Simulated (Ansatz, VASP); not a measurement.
CdTe: VASP beside Ansatz

The input INCAR:

```
  PREC = Accurate
  ENCUT = 520
  EDIFF = 1E-6
  ISMEAR = 0
  SIGMA = 0.05
  LREAL = F
  LASPH = T
  NELM = 100
  ALGO = Fast
  ISIF = 2
  LWAVE = F
  LCHARG = F
  GGA = PE
  NBANDS = 26
```

KPOINTS

```
Automatic mesh
0
Gamma
  8 8 6
```

Contents of POSCAR:

```
CdTe
1.0
    0.0000000000     -3.3086867292     -3.3086867292
    0.0000000000      3.3086867292     -3.3086867292
    6.6173734584      0.0000000000      0.0000000000
Cd Te
2 2
Direct
    0.5000000000      0.5000000000      0.5000000000
    0.0000000000      0.0000000000      0.0000000000
    0.0000000000      0.5000000000      0.2500000000
    0.5000000000      0.0000000000      0.7500000000
```

Input for Ansatz:

```yaml
crystal:
  lattice:
    - [0.0, -3.3086867292, -3.3086867292]
    - [0.0, 3.3086867292, -3.3086867292]
    - [6.6173734584, 0.0, 0.0]
  atoms:
    - { symbol: Cd, position: [0.5, 0.5, 0.5] }
    - { symbol: Cd, position: [0.0, 0.0, 0.0] }
    - { symbol: Te, position: [0.0, 0.5, 0.25] }
    - { symbol: Te, position: [0.5, 0.0, 0.75] }
basis:
  ecutwfc: 420
kpoints:
  mp_grid: { grid: [8, 8, 6] }
hamiltonian:
  xc: pbe
scf:
  occupations: { method: gaussian, width: 0.05 }
output:
  forces: true
  stress: true
  eigenvalues: true
  write_density: true
  write_potential: true
  elf: true
  volumetric_format: npy
```

Alike in both runs: task single point; functional PBE; k mesh 8 × 8 × 6; occupations gaussian, width 0.05 eV; no spin polarisation.

|  | VASP | Ansatz |
| --- | --- | --- |
| version | VASP 6.6.1 | Ansatz 0.2.0 |
| potentials or method | VASP PAW PBE potentials, release 64 (Cd, Te) | scalar-relativistic, plane waves, PAW |
| plane-wave cutoff (eV) | 520 | 420 |
| valence electrons in the cell | 36 | 72 |

|  | VASP | Ansatz | Ansatz less VASP |
| --- | --- | --- | --- |
| gap on the k mesh at the Fermi level (eV) | 0.58 | 0.59 | +0.003 |
| least direct gap on the mesh (eV) | 0.58 | 0.59 | +0.003 |
| pressure (GPa) | 0.1 | 0.0 | -0.11 |

The two sets of potentials don't hold the same shells in valence.

Caveats: spin-orbit coupling is left out, which moves the levels of the heavy elements.
